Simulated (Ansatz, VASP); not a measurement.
## BaTiO3 in VASP and in Ansatz

```
Ba Ti O
1.0
     3.65299    0.00000    0.00000
     0.00000    2.58305    2.58305
     0.00000   -2.58305    2.58305
Ba Ti O
1 1 3
Cartesian
  0.0000 0.0000 -0.0208
  1.8265 0.0000 2.5623
  1.8265 1.2915 3.8538
  1.8265 -1.2915 3.8538
  0.0000 0.0000 2.5623
```

Alike in both runs: functional r2SCAN; k mesh 6 × 6 × 6; occupations gaussian, width 0.02 eV; no spin polarisation; Hubbard terms Ti d U = 4.0 eV.

Ansatz relaxed the structure, and its values are those at the end. VASP's run is a single point on that final structure, the one shown.

|  | VASP | Ansatz |
| --- | --- | --- |
| version | VASP 6.6.1 | Ansatz 0.2.0 |
| potentials or method | VASP PAW PBE potentials, release 64 (Ba_sv, Ti_sv, O) | scalar-relativistic, plane waves, PAW |
| plane-wave cutoff (eV) | 520 | 500 |
| valence electrons in the cell | 40 | 40 |

|  | VASP | Ansatz | Ansatz less VASP |
| --- | --- | --- | --- |
| gap on the k mesh at the Fermi level (eV) | 3.08 | 3.07 | -0.010 |
| least direct gap on the mesh (eV) | 3.08 | 3.07 | -0.010 |

The programs project onto different local orbitals, so the same U acts differently.

Caveats: spin-orbit coupling is left out, which moves the levels of the heavy elements. A k mesh can miss the band edges.
